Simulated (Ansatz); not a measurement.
# CoSi2 (Fm-3m) in Ansatz: notebook

One crystal, CoSi2, is run at these levels: PBEsol, RPBE; tasks: band structure.

Program: Ansatz 0.2.0. These are calculated values, not measurements. Logs are shortened: lines on timing, memory, paths and dates and some standing lists are left out, and cuts for length are marked.

## 1. The structure

It takes space group Fm-3m (No. 225, cubic). Conventional cell: a = 5.356 Å, b = 5.356 Å, c = 5.356 Å, α = 90.00°, β = 90.00°, γ = 90.00°. Around Co (site symmetry m-3m) lie 8 Si at 2.32 Å. Around Si (site symmetry -43m) lie 4 Co at 2.32 Å.

## 2. Band structure, PBEsol, collinear spin, ferromagnetic start

input.yaml

```yaml
crystal:
  lattice:
    - [0.0, 2.678, 2.678]
    - [2.678, 0.0, 2.678]
    - [2.678, 2.678, 0.0]
  atoms:
    - { symbol: Co, position: [0.0, 0.0, 0.0], spin: 2.0 }
    - { symbol: Si, position: [0.75, 0.75, 0.75] }
    - { symbol: Si, position: [0.25, 0.25, 0.25] }
hamiltonian:
  xc: pbesol
  pseudopotentials: { kind: paw }
magnetization:
  spin_polarized: true
kpoints:
  mp_grid: { grid: [9, 9, 9] }
  band_path:
    path:
      - [[0.0, 0.0, 0.0], [0.5, 0.0, 0.5], [0.5, 0.25, 0.75], [0.375, 0.375, 0.75], [0.0, 0.0, 0.0], [0.5, 0.5, 0.5], [0.625, 0.25, 0.625], [0.5, 0.25, 0.75], [0.5, 0.5, 0.5], [0.375, 0.375, 0.75]]
      - [[0.625, 0.25, 0.625], [0.5, 0.0, 0.5]]
    npoints: 14
scf:
  occupations: { method: fermi_dirac, width: 0.05 }
  n_extra_bands: 7
output:
  forces: true
  stress: true
  eigenvalues: true
  fatbands: true
  write_density: true
  write_potential: true
  elf: true
  volumetric_format: npy
```

Potentials or basis: Ansatz PAW.

Launch:

```sh
ansatz run input.yaml --threads 2 --pin off --max-ram 5632MiB --backend cpu --events-out ev --progress --plain --runs-dir out
```

The log of the run:

```text
Warning: RAYON_NUM_THREADS=2 ignored (pool sized by the plan → 2); use --threads N
scf.n_extra_bands = 7 over 13 filled bands (N_el = 25.0): the run solves 20 bands
Engine: ansatz 0.2.0, x86_64-unknown-linux-gnu
Pseudopotentials: kind: paw
Pseudopotential: Co, paw, valence charge 17, recommended cutoff 420 eV (normal), Co.paw.azcp
Pseudopotential: Si, paw, valence charge 4, recommended cutoff 420 eV (normal), Si.paw.azcp
Functional definition: PBEsol
  exchange = pbesol_x
  correlation = pbesol_c
Crystal: 3 atoms, lattice volume = 38.412 Å³
Basis set: ecut = 420 eV, 749 PW (Γ), exchange–correlation on 54×54×54 points (8 copies of the dense FFT grid, shifted against one another)
Bands: 20, of which v1, the nominal top of the filled ones, is band 13 counted from 1 (12 counted from 0)
Symmetry: 48 space group operations
Space group: Fm-3m (ITA 225), of the structure as read, at distance tolerance 3.4e-5 Å
Magnetic group: BNS 225.116 (UNI 1618), of the structure as read, at distance tolerance 3.4e-5 Å
k-points: 35 of 729
Non-local potential: Co, projectors of the file, l = 0: 3, l = 1: 2, l = 2: 3, l = 3: 1
Non-local potential: Si, projectors of the file, l = 0: 2, l = 1: 2, l = 2: 2
PAW form: soft (Blöchl's): semilocal exchange-correlation on the pseudo side does not see the compensation charge
PAW frozen core: Co, regenerated for the run's functional, and the local potential with it (the file was generated under x = pbe(κ = 0.804, μ = 0.2195149727645171), c = pbe(β = 0.06672455060314922))
PAW frozen core: Si, regenerated for the run's functional, and the local potential with it (the file was generated under x = pbe(κ = 0.804, μ = 0.2195149727645171), c = pbe(β = 0.06672455060314922))
PAW one-centre angular grid: Co, 590 points (default); XC on 64 Gauss nodes
PAW one-centre angular grid: Si, 110 points (default); XC on 64 Gauss nodes
Initial density: superposition of atomic densities (chi_scale 0.1, normalization cell)
Starting moments: Σ|m| = 2 μB on 1 of 3 sites
Initial wavefunctions: pseudopotential atomic-orbital guess
Functional: x = pbesol(κ = 0.804, μ = 0.12345679012345678), c = pbesol(β = 0.046)
SCF iter   1: F=—  HF=-6337.066359 eV  |F-HF|=—  |Δ(HF+E_count)|=         —  Δρ=1.64e-1 (↑1.64e-1 ↓8.85e-2)  dr2=1.98e0  dr2_m=5.27e0  M=0.299 μB ∫|m|=0.381 μB  β_m=0.30  ethr=3.10e-3  ⟨swp⟩=5.7  Hψ=6957  notcnv=0  defer=3
Mixer restart at iter 1: flushing history
preconditioner: auto → Kerker (q_TF=auto, 2.540 Å⁻¹)  [metal: Δε(μ)=0.029 eV  Ē_g=10.075 eV  σ=0.050 eV  W_gap=0.14  n_scr=14 (ndim 8)  ℏωp=24.7 eV  f_vac=0.000  D(μ)=1.81/eV (n_scr^D=14)]
spin=Collinear: Kerker preconditioning applied to the charge; magnetization (m = ρ↑ − ρ↓) channel mixes plain (no charge-response kernel on spin).
SCF iter   2: F=—  HF=-6336.137038 eV  |F-HF|=—  |Δ(HF+E_count)|=   9.29e-1  Δρ=1.08e-1 (↑8.42e-2 ↓1.08e-1)  dr2=1.08e0  dr2_m=3.11e0  M=0.187 μB ∫|m|=0.263 μB  β_m=0.58  ethr=3.10e-3  ⟨swp⟩=2.4  Hψ=2927  notcnv=0  defer=129
SCF iter   3: F=—  HF=-6337.609953 eV  |F-HF|=—  |Δ(HF+E_count)|=    1.47e0  Δρ=4.95e-2 (↑4.95e-2 ↓4.63e-2)  dr2=4.58e-1  dr2_m=7.36e-1  M=0.075 μB ∫|m|=0.115 μB  β_m=0.79  ethr=3.10e-3  ⟨swp⟩=2.7  Hψ=2459  notcnv=0  defer=138
SCF iter   4: F=—  HF=-6337.767361 eV  |F-HF|=—  |Δ(HF+E_count)|=   1.57e-1  Δρ=1.77e-2 (↑1.77e-2 ↓1.46e-2)  dr2=4.08e-1  dr2_m=1.03e-3  M=-0.004 μB ∫|m|=0.004 μB  β_m=0.76  ethr=1.83e-3  ⟨swp⟩=2.8  Hψ=2930  notcnv=0  defer=147
SCF iter   5: F=—  HF=-6337.696201 eV  |F-HF|=—  |Δ(HF+E_count)|=   7.12e-2  Δρ=1.10e-2 (↑1.10e-2 ↓9.94e-3)  dr2=9.10e-2  dr2_m=1.05e-4  M=0.001 μB ∫|m|=0.003 μB  β_m=0.88  ethr=1.63e-3  ⟨swp⟩=2.0  Hψ=2065  notcnv=0  defer=147
SCF iter   6: F=—  HF=-6337.705478 eV  |F-HF|=—  |Δ(HF+E_count)|=   9.28e-3  Δρ=3.55e-3 (↑1.85e-3 ↓3.55e-3)  dr2=6.48e-3  dr2_m=3.86e-4  M=-0.004 μB ∫|m|=0.005 μB  β_m=0.94  ethr=3.64e-4  ⟨swp⟩=2.1  Hψ=2369  notcnv=0  defer=144
SCF iter   7: F=—  HF=-6337.707196 eV  |F-HF|=—  |Δ(HF+E_count)|=   1.72e-3  Δρ=7.14e-4 (↑7.14e-4 ↓5.05e-4)  dr2=5.05e-4  dr2_m=5.56e-6  M=-0.001 μB ∫|m|=0.001 μB  β_m=0.97  ethr=2.59e-5  ⟨swp⟩=2.0  Hψ=2638  notcnv=0  defer=144
SCF iter   8: F=—  HF=-6337.707173 eV  |F-HF|=—  |Δ(HF+E_count)|=   2.30e-5  Δρ=1.23e-4 (↑1.23e-4 ↓9.80e-5)  dr2=2.08e-5  dr2_m=2.13e-7  M=-0.000 μB ∫|m|=0.000 μB  β_m=0.99  ethr=2.02e-6  ⟨swp⟩=1.3  Hψ=1528  notcnv=0  defer=144
SCF iter   9: F=—  HF=-6337.707177 eV  |F-HF|=—  |Δ(HF+E_count)|=   4.15e-6  Δρ=4.66e-5 (↑4.13e-5 ↓4.66e-5)  dr2=3.53e-6  dr2_m=6.88e-9  M=-0.000 μB ∫|m|=0.000 μB  β_m=0.99  ethr=8.33e-8  ⟨swp⟩=2.2  Hψ=1956  notcnv=0  defer=144
SCF iter  10: F=—  HF=-6337.707177 eV  |F-HF|=—  |Δ(HF+E_count)|=   7.51e-8  Δρ=6.53e-6 (↑5.11e-6 ↓6.53e-6)  dr2=5.07e-8  dr2_m=2.45e-10  M=0.000 μB ∫|m|=0.000 μB  β_m=1.00  ethr=1.41e-8  ⟨swp⟩=2.0  Hψ=1855  notcnv=0  defer=144
SCF iter  11: F=-6337.707177 eV  HF=-6337.707177 eV  |F-HF|=2.07e-8  |Δ(HF+E_count)|=  7.06e-10  Δρ=4.60e-6 (↑4.60e-6 ↓4.38e-6)  dr2=2.40e-8  dr2_m=4.79e-12  M=0.000 μB ∫|m|=0.000 μB  ethr=2.03e-10  ⟨swp⟩=10.9  Hψ=8878  notcnv=0
SCF 1 converged in 11 iterations: F = -6337.707177 eV  dr2 = 2.40e-8
WARN: the starting moments were not kept: the SCF closed with an absolute magnetisation of 1.2e-6 μB, where they sum to 2 μB in size (1 site). That is at most 0.1 of that sum. Measured as dr2_m measures the in/out step, that magnetisation stands 2.6e-12 eV from none, at or under the dr2_threshold of 1.0e-7 eV: it is no larger than a step whose dr2_m would equal this threshold. The system may hold no moment; this SCF shows only that its start led to no more than that. To try another start: raise the starting moments (crystal.atoms[].spin, magnetization.per_species, magnetization.initial_magnetization, or on a non-collinear deck that types none of these the spinor_matrix: blocks that start its atoms; where the total moment is fixed, keep their sum and leave initial_magnetization as it is; typed ones take the place of any that the run laid by itself, positive ones on a crystal's lanthanoids without a Hubbard term where scf.initial_density.shell_occupations: [] is typed) or, if the notice of its spin-set hold's release reads "site moments contracting" or "site moments show no strong build", lengthen the hold (scf.mixing.spin_hold: { on: { confirm: 4 } }; for m-r²SCAN on two components see the key's manual first). Each may lead to a state that holds a moment. A second SCF, from the converged charge density, with the starting moments and any scf.initial_density.shell_occupations laid on it anew, would have followed, and was not run: the deck does not ask for one (magnetization.retry_lost_moments is false, the default). To let it run, set magnetization.retry_lost_moments: true and run the deck again, where that key's refused combinations let it; where memory then withholds it, that run's warning says so.
NSCF: frozen V_eff on 142 k-points
SCF converged after 11 iterations
Magnetization: 0.0000 μB (12.5000 up, 12.5000 down)
Absolute magnetization: 0.0000 μB (∫|ρ↑−ρ↓|, with the PAW one-centre terms)
Spin contamination: 0.0000 ħ² per cell (⟨S²⟩ above its minimum at these occupations)
Per-site moments (μB) at R_I (Å): [(8.981221973901767e-7, 0.9566766129255746), (-5.562149987534749e-8, 0.9566766129255746), (-5.562149990838962e-8, 0.9566766129255748)]
Free energy (F): -6337.707177 eV
Harris-Foulkes:  -6337.707177 eV  (|F-HF|=2.07e-8)
Internal energy: -6337.696994 eV  (E = F + TS)
E sigma→0 (E₀):  -6337.702086 eV
Entropy (-TS):   -0.010182 eV (-3.394 meV/atom)
Fermi energy:    12.747809 eV
--- Per-component energies (eV) ---
  E_band       = -285.189878
  E_kinetic    = 547.638818
  E_local      = -4097.572110  (includes V_loc(G=0)·N_el)
  E_nonlocal   = 503.463912
  E_hartree    = 1780.611692
  E_xc         = -272.055964
  E_vxc        = -304.876041  (∫ρ·V_xc dr)
  E_paw        = -2481.548577  (= ΣΔE_a)
  E_vpaw       = -495.080915  (= ΣTr[D̂ρ^β])
  E_aug_tail   = 0.000131  (compensation charges beyond the density's cutoff)
  E_ewald      = -2318.486437
  E_core_change = 0.251541  (= ΣΔE_core)
  E_smearing   = -0.010182  (= −TS)
  E_closure    = 0.000000  (closes the sum)
  Σ components = -6337.707177   (vs F -6337.707177, Δ=0.00e0)
--- Forces (eV/Å), atoms counted from 1 ---
  atom   1  Co    -0.00000000     0.00000000     0.00000000
  atom   2  Si     0.00000000     0.00000000    -0.00000000
  atom   3  Si     0.00000000    -0.00000000    -0.00000000
  max |Σ_I F_I| component: 5.55e-17 eV/Å
--- Stress (GPa, compression-positive) ---
       -4.447863       0.000000       0.000000
       -0.000000      -4.447863      -0.000000
       -0.000000      -0.000000      -4.447863
  P = ⅓ Tr σ = -4.4479 GPa (-44.479 kbar)
--- Band table (eV; the first three rows and the last of 70) ---
  k-point 0 ↑: bands = ["-81.6698", "-45.1257", "-45.1257", "-45.1257", "-0.3523", "8.6918", "8.6918", "8.6918", "10.8783", "10.8783", "13.5548", "16.1855", "16.1855", "16.1855", "16.2295", "16.2295", "16.2295", "18.4253", "18.4253", "18.4253"]
  k-point 1 ↑: bands = ["-81.6697", "-45.1260", "-45.1258", "-45.1258", "-0.1646", "8.2401", "8.7577", "8.7577", "10.8238", "10.8238", "13.5585", "14.5149", "15.2140", "15.2140", "17.1749", "17.1749", "18.0120", "18.0120", "18.0872", "18.2056"]
  k-point 2 ↑: bands = ["-81.6698", "-45.1267", "-45.1259", "-45.1259", "0.3921", "7.1071", "8.9243", "8.9243", "10.7382", "10.7382", "12.2275", "14.2261", "14.2261", "14.8846", "16.8434", "16.8434", "17.4804", "19.0278", "19.0278", "19.8626"]
  k-point 34 ↓: bands = ["-81.6697", "-45.1275", "-45.1272", "-45.1266", "4.1202", "4.9319", "6.9230", "7.0594", "10.2683", "10.5242", "10.9236", "11.3780", "12.1174", "16.0103", "16.6730", "18.3455", "20.0290", "21.8271", "22.9960", "25.1777"]
```

Run time: 4.8 s. Hardware: 2 threads of Intel Xeon Platinum 8488C (Sapphire Rapids), shared host; peak memory 0.42 GiB.

What came out:

* Free energy: -6337.7072 eV
* Pressure: -4.4 GPa
* Band gap on the k mesh: none (metal or under the smearing width)
* Net moment: 0.00 μB per cell
* Absolute moment: 0.00 μB per cell

Levels at the corners of the path, in eV from the Fermi level:
Spin up:
```tsv
point	band 9	band 10	band 11	band 12	band 13	band 14	band 15	band 16	band 17	band 18
Γ	-1.87	-1.87	0.81	3.44	3.44	3.44	3.48	3.48	3.48	5.68
X	-3.63	-1.94	-1.94	-1.90	-1.29	1.64	2.92	8.60	9.61	9.61
W	-2.27	-2.27	-1.93	-1.41	-0.63	3.68	3.68	5.79	6.62	9.50
K	-3.40	-2.21	-1.74	-1.19	-0.93	2.01	4.96	5.89	7.63	9.84
Γ	-1.87	-1.87	0.81	3.44	3.44	3.44	3.48	3.48	3.48	5.68
L	-2.16	-1.59	-1.59	-0.44	-0.44	2.68	3.47	3.47	4.38	10.35
U	-3.40	-2.21	-1.74	-1.19	-0.93	2.01	4.96	5.89	7.63	9.84
W	-2.27	-2.27	-1.93	-1.41	-0.63	3.68	3.68	5.79	6.62	9.50
L	-2.16	-1.59	-1.59	-0.44	-0.44	2.68	3.47	3.47	4.38	10.35
K	-3.40	-2.21	-1.74	-1.19	-0.93	2.01	4.96	5.89	7.63	9.84
U	-3.40	-2.21	-1.74	-1.19	-0.93	2.01	4.96	5.89	7.63	9.84
X	-3.63	-1.94	-1.94	-1.90	-1.29	1.64	2.92	8.60	9.61	9.61
```
Spin down:
```tsv
point	band 10	band 11	band 12	band 13	band 14	band 15	band 16	band 17
Γ	-1.87	0.81	3.44	3.44	3.44	3.48	3.48	3.48
X	-1.94	-1.94	-1.90	-1.29	1.64	2.92	8.60	9.61
W	-2.27	-1.93	-1.41	-0.63	3.68	3.68	5.79	6.62
K	-2.21	-1.74	-1.19	-0.93	2.01	4.96	5.89	7.63
Γ	-1.87	0.81	3.44	3.44	3.44	3.48	3.48	3.48
L	-1.59	-1.59	-0.44	-0.44	2.68	3.47	3.47	4.38
U	-2.21	-1.74	-1.19	-0.93	2.01	4.96	5.89	7.63
W	-2.27	-1.93	-1.41	-0.63	3.68	3.68	5.79	6.62
L	-1.59	-1.59	-0.44	-0.44	2.68	3.47	3.47	4.38
K	-2.21	-1.74	-1.19	-0.93	2.01	4.96	5.89	7.63
U	-2.21	-1.74	-1.19	-0.93	2.01	4.96	5.89	7.63
X	-1.94	-1.94	-1.90	-1.29	1.64	2.92	8.60	9.61
```

Caveat: the starting moments collapsed, and a magnetic state may lie lower; the PAW data sets come from PBE, with cores solved anew for the run's functional, which leaves a small shift of forces and pressure; the starting moments weren't kept.

## 3. Band structure, RPBE, collinear spin, ferromagnetic start

input.yaml, as its differences from that of step 2:

```diff
@@ -10,3 +10,3 @@
 hamiltonian:
-  xc: pbesol
+  xc: rpbe
   pseudopotentials: { kind: paw }
@@ -29,5 +29 @@
   fatbands: true
-  write_density: true
-  write_potential: true
-  elf: true
-  volumetric_format: npy
```

Potentials or basis: Ansatz PAW.

Launch:

```sh
ansatz run input.yaml --threads 2 --pin off --max-ram 5632MiB --backend cpu --events-out ev --progress --plain --runs-dir out
```

Run time: 4.8 s. Hardware: 2 threads of Intel Xeon Platinum 8488C (Sapphire Rapids), shared host; peak memory 0.41 GiB.

Results (log left out):

```
Free energy            : -6410.0885 eV
Pressure               : 3.4 GPa
Band gap on the k mesh : none (metal or under the smearing width)
Net moment             : 0.00 μB per cell
Absolute moment        : 0.00 μB per cell
```

Levels at the corners of the path, in eV from the Fermi level:
Spin up:
```tsv
point	band 10	band 11	band 12	band 13	band 14	band 15	band 16	band 17
Γ	-1.87	0.88	3.44	3.44	3.44	3.47	3.47	3.47
X	-1.91	-1.91	-1.89	-1.29	1.66	2.98	8.54	9.67
W	-2.26	-1.91	-1.41	-0.64	3.68	3.68	5.88	6.64
K	-2.19	-1.72	-1.19	-0.93	2.04	5.00	5.87	7.68
Γ	-1.87	0.88	3.44	3.44	3.44	3.47	3.47	3.47
L	-1.58	-1.58	-0.47	-0.47	2.77	3.46	3.46	4.43
U	-2.19	-1.72	-1.19	-0.93	2.04	5.00	5.87	7.68
W	-2.26	-1.91	-1.41	-0.64	3.68	3.68	5.88	6.64
L	-1.58	-1.58	-0.47	-0.47	2.77	3.46	3.46	4.43
K	-2.19	-1.72	-1.19	-0.93	2.04	5.00	5.87	7.68
U	-2.19	-1.72	-1.19	-0.93	2.04	5.00	5.87	7.68
X	-1.91	-1.91	-1.89	-1.29	1.66	2.98	8.54	9.67
```
Spin down:
```
point  band 10  band 11  band 12  band 13  band 14  band 15  band 16  band 17
    Γ    -1.87     0.88     3.44     3.44     3.44     3.47     3.47     3.47
    X    -1.91    -1.91    -1.89    -1.29     1.66     2.98     8.54     9.67
    W    -2.26    -1.91    -1.41    -0.64     3.68     3.68     5.88     6.64
    K    -2.19    -1.72    -1.19    -0.93     2.04     5.00     5.87     7.68
    Γ    -1.87     0.88     3.44     3.44     3.44     3.47     3.47     3.47
    L    -1.58    -1.58    -0.47    -0.47     2.77     3.46     3.46     4.43
    U    -2.19    -1.72    -1.19    -0.93     2.04     5.00     5.87     7.68
    W    -2.26    -1.91    -1.41    -0.64     3.68     3.68     5.88     6.64
    L    -1.58    -1.58    -0.47    -0.47     2.77     3.46     3.46     4.43
    K    -2.19    -1.72    -1.19    -0.93     2.04     5.00     5.87     7.68
    U    -2.19    -1.72    -1.19    -0.93     2.04     5.00     5.87     7.68
    X    -1.91    -1.91    -1.89    -1.29     1.66     2.98     8.54     9.67
```

Caveat: the starting moments collapsed, and a magnetic state may lie lower; the PAW data sets come from PBE, with cores solved anew for the run's functional, which leaves a small shift of forces and pressure; the starting moments weren't kept.
